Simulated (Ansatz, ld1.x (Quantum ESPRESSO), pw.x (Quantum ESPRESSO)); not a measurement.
## rubidium (Rb): does the TM potential hold in the solid?

Rb, norm-conserving Troullier–Martins (Kleinman–Bylander form), made with ld1.x (Quantum ESPRESSO) 7.5 (PBE, scalar-relativistic). Core [Kr], reference 5s1 5p0. Waves: 5s (bound): rc 3.55 bohr; 5p (bound, empty): rc 4.05 bohr; 4d channel at 0.4 Ry: rc 3.55 bohr. Local part: all-electron potential smoothed inside 3.05 bohr (lloc = -1). Core correction: Bessel-smoothed model core, default radius (core density twice the valence density).

Atomic tests: cutoffs needed: 6 Ry and 6 Ry (the cutoffs (Ry, on a coarse ladder) from which the occupation-weighted sum of valence levels, in a spherical-Bessel basis at the reference potential, stays within 10 and 1 mRy of its value at 400 Ry); ghost test: ghost state, extra bound levels that the all-electron valence spectrum of the same l lacks: s at -0.57 eV; a true bound ghost makes a file unfit for plane-wave use (spherical-Bessel basis up to 400 Ry, 20 bohr box); largest excitation error: +3.9 meV (all-electron minus pseudo) for 5s0.5 5p0, out of 2 test configurations.

Crystal test: diamond Rb in pw.x 7.5, no spin, 8³ k-points, Fermi–Dirac smearing 0.01 Ry, cutoffs 50/200 Ry. The reference is all-electron LAPW (Ansatz 0.2.0) with the same functional, mesh and smearing; V0 and B0 come from Birch–Murnaghan fits to the pressures at five volumes. Errors are pseudo minus all-electron; Δ is the rms difference of the E(V) curves that follow from these fits, minima aligned, over ±6 % about the mean V0. Mesh and smearing are coarse, so the numbers serve the comparison and aren't converged zero-temperature values; the lattice is a test structure that the element need not adopt.

```csv
V (Å³/atom),P all-electron (GPa),P pseudo (GPa)
134.625,0.05,0.03
138.168,0.02,0.00
141.711,-0.00,-0.02
145.254,-0.02,-0.04
148.797,-0.04,-0.06
```

All-electron: a0 = 10.418 Å (V0 = 141.33 Å³/atom), B0 = 0.9 GPa.

Pseudopotential: mean pressure error (GPa): -0.02; a0 (Å): 10.342; a0 error (%): -0.72; B0 error (%): -0.4; Δ (meV/atom): 0.6. This is a poor potential for the solid. Note: ghost state, extra bound levels that the all-electron valence spectrum of the same l lacks: s at -0.57 eV. A true bound ghost makes a file unfit for plane-wave use. The logarithmic derivative shows an extra or strongly shifted pseudo pole above the reference energy (s near -0.05 Ry, p near 0.45 Ry).

Task: At the middle volume, how do free energy and pressure move when the wave cutoff is lowered (ecutrho kept at four times it)?

Result:

```json
{"cutoff (Ry)": "22", "shift of F (meV/atom)": "+0.0", "shift of P (GPa)": "+0.00"}
{"cutoff (Ry)": "30", "shift of F (meV/atom)": "+0.0", "shift of P (GPa)": "+0.00"}
{"cutoff (Ry)": "40", "shift of F (meV/atom)": "+0.0", "shift of P (GPa)": "+0.00"}
```

Input at the middle volume:

```
&control
  calculation='scf', prefix='x', pseudo_dir='./', outdir='./tmp', tstress=.true., disk_io='none'
/
&system
  ibrav=0, nat=2, ntyp=1, ecutwfc=50, ecutrho=200, nbnd=8,
  occupations='smearing', smearing='fd', degauss=0.01
/
&electrons
  conv_thr=1e-09, mixing_beta=0.4, electron_maxstep=70
/
ATOMIC_SPECIES
Rb 1.0 Rb.UPF
CELL_PARAMETERS angstrom
  0.00000000 5.21356174 5.21356174
  5.21356174 0.00000000 5.21356174
  5.21356174 5.21356174 0.00000000
ATOMIC_POSITIONS crystal
Rb 0.0000 0.0000 0.0000
Rb 0.2500 0.2500 0.2500
K_POINTS automatic
8 8 8 0 0 0
```

```bash
pw.x < Rb.scf.in > Rb.scf.out
```

Lines of the output:

```
Message from routine setup:
     using ibrav=0 with symmetry is DISCOURAGED, use correct ibrav instead
     lattice parameter (alat)  =      13.9331  a.u.
     unit-cell volume          =    1912.6265 (a.u.)^3
     number of electrons       =         2.00
     number of Kohn-Sham states=            8
     kinetic-energy cutoff     =      50.0000  Ry
     charge density cutoff     =     200.0000  Ry
     scf convergence threshold =      1.0E-09
     Exchange-correlation= PBE
     number of k points=    29  Fermi-Dirac smearing, width (Ry)=  0.0100
     iteration #  1     ecut=    50.00 Ry     beta= 0.40
     c_bands:  1 eigenvalues not converged
     total energy              =      -5.90349572 Ry
     estimated scf accuracy    <       0.00093358 Ry
     iteration #  2     ecut=    50.00 Ry     beta= 0.40
     total energy              =      -5.90348772 Ry
     estimated scf accuracy    <       0.00031315 Ry
     iteration #  3     ecut=    50.00 Ry     beta= 0.40
     c_bands:  2 eigenvalues not converged
     c_bands:  4 eigenvalues not converged
     c_bands:  3 eigenvalues not converged
     total energy              =      -5.90352346 Ry
     estimated scf accuracy    <       0.00000243 Ry
     iteration #  4     ecut=    50.00 Ry     beta= 0.40
     c_bands:  1 eigenvalues not converged
     total energy              =      -5.90353124 Ry
     estimated scf accuracy    <       0.00000086 Ry
     iteration #  5     ecut=    50.00 Ry     beta= 0.40
     total energy              =      -5.90353142 Ry
     estimated scf accuracy    <       0.00000017 Ry
     iteration #  6     ecut=    50.00 Ry     beta= 0.40
     the Fermi energy is    -1.0246 ev
!    total energy              =      -5.90353144 Ry
     estimated scf accuracy    <          7.5E-10 Ry
     smearing contrib. (-TS)   =      -0.00777347 Ry
     The total energy is F=E-TS. E is the sum of the following terms:
     one-electron contribution =       0.36473011 Ry
     hartree contribution      =       0.00925815 Ry
     xc contribution           =      -5.72298550 Ry
     ewald contribution        =      -0.54676073 Ry
     convergence has been achieved in   6 iterations
          total   stress  (Ry/bohr**3)                   (kbar)     P=       -0.22
     Message from routine punch:
     Nothing written, as per user request (disk_io='none')
```

The run at the middle volume (29 k-points, 6 iterations) took about 36 s on one core of a shared host (Neoverse-V1, 32 threads, 247 GiB, load 40).
